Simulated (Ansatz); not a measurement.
Runs of Ansatz 0.2.0 on MgB2. It takes space group P6/mmm (No. 191, hexagonal). The conventional cell has a = 3.085 Å, b = 3.085 Å, c = 3.523 Å, α = 90.00°, β = 90.00°, γ = 120.00°. Mg (site symmetry 6/mmm) has 12 B at 2.51 Å as nearest neighbours. B (site symmetry -6m2) is surrounded by 3 B at 1.78 Å. 

```csv
task,level,potentials or basis,cell,k mesh,cutoff (eV),smearing,points for each segment of the path,mesh quality,gap on the mesh (eV),pressure (GPa),relaxed volume (Å³/atom)
relaxation of cell and atoms,HSE06,Ansatz PAW,relaxed,6 × 6 × 4,420,fermi-dirac 0.05 eV,-,coarse,none,-,9.44
phonons,PBEsol,Ansatz PAW,as given,7 × 7 × 6,420,fermi-dirac 0.05 eV,-,not flagged,none,-,-
band structure,PBEsol,Ansatz PAW earlier set,as given,10 × 10 × 8,710,fermi-dirac 0.05 eV,14,not flagged,none,-3.1,-
relaxation of cell and atoms,PBEsol+D4,Ansatz PAW,relaxed,10 × 10 × 8,420,fermi-dirac 0.05 eV,-,not flagged,none,0.0,(a)
band structure,r2SCAN,Ansatz PAW,as given,10 × 10 × 8,500,fermi-dirac 0.05 eV,14,not flagged,none,(b),-
relaxation of cell and atoms,LDA+D3(BJ),Ansatz PAW,relaxed,10 × 10 × 8,420,tetrahedron,-,not flagged,none,0.0,8.89
single point,PBE,Ansatz PAW,as given,10 × 10 × 8,420,gaussian 0.03 eV,-,not flagged,none,-0.9,-
```

Alike in all rows: no spin polarisation.

Task: Estimate the missing entries.

Result: (a) 9.32; (b) -2.1.

Caveats: some runs use coarse meshes; the PAW data sets come from PBE, with cores solved anew for the run's functional, which leaves a small shift of forces and pressure (some runs); the plane-wave basis is chosen anew once the cell has moved, so the energies of steps on either side of that aren't comparable (some runs); pairwise dispersion overbinds metals, which lowers pressure and volume (some runs).

A k mesh can miss the band edges.

A gap of «none» marks a metal or a gap under the smearing width.

Not every run made on this cell is shown here.
